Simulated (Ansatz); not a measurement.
System: rock-salt LiI. Method: PBE in Ansatz (plane waves, PAW).

Settings: plane-wave cutoff 520 eV, 10×10×10 k mesh, Fermi–Dirac smearing 0.01 eV, scalar-relativistic PAW data made under PBE.

The cell has the measured lattice: a = 6.0120 Å, b = 6.0120 Å, c = 6.0120 Å, α = 90.00°, β = 90.00°, γ = 90.00°.

Q: Predict the band gap, smallest direct gap on the k points sampled and width of the whole s-p valence band.

A: 
* **band gap**: 4.26 eV
* **smallest direct gap on the k points sampled**: 4.27 eV
* **width of the whole s-p valence band**: 11.65 eV

Measured, for comparison: band gap 6.4 eV (temperature not stated, not corrected to a static lattice, our sources range from 6.10 to 6.40; as tabulated in Aguado et al. (1998), arXiv:cond-mat/9809176).

Note: cell and atoms aren't relaxed at this level.

Spin–orbit coupling is not included; with these elements it can move the gap by several tenths of an eV or more.

The computed numbers hold no vibrational or temperature effects.

Ansatz is a first-principles code.
